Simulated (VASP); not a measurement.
Nb, 3 atoms in the cell. It takes space group R-3m (No. 166, trigonal). Conventional cell: a = 3.121 Å, b = 3.121 Å, c = 22.628 Å, α = 90.00°, β = 90.00°, γ = 120.00°. Nb (site symmetry -3m) has 12 Nb at 3.09 to 3.12 Å as nearest neighbours. Nb (site symmetry 3m) is surrounded by 12 Nb at 3.09 to 3.12 Å. The cell was built by a generator and needn't be a form met in nature.

```yaml
Program: VASP 6.6.1
Task: relaxation of cell and atoms
Functional: PBE
Potentials_or_basis: VASP PAW PBE potentials, release 64 (Nb_sv)
Cutoff: 600 eV
k_mesh: 6 × 6 × 6
Occupations: gaussian, width 0.1 eV
Spin: no spin polarisation
Dipole_correction: no
Further_INCAR_settings: ALGO = Normal; EDIFF = 1e-06; IBRION = 2; EDIFFG = -0.04; NSW = 90; ISIF = 3
```

Potentials or basis: VASP PAW PBE potentials, release 64 (Nb_sv).

The run is started by

```sh
$ cat potpaw_PBE.64/Nb_sv/POTCAR > POTCAR
$ mpirun -np 1 vasp_std > vasp.out
```

Hardware: 1 thread of Intel(R) Xeon(R) 6975P-C (Granite Rapids), on a shared host.

**Question.** How long does it take, and how much memory?

**Answer.** Run time: 32 min on 1 thread of Intel(R) Xeon(R) 6975P-C (Granite Rapids), with other jobs on the host, peak memory 0.64 GiB. Counts: scf iterations 148, k points 32, ion steps 14.
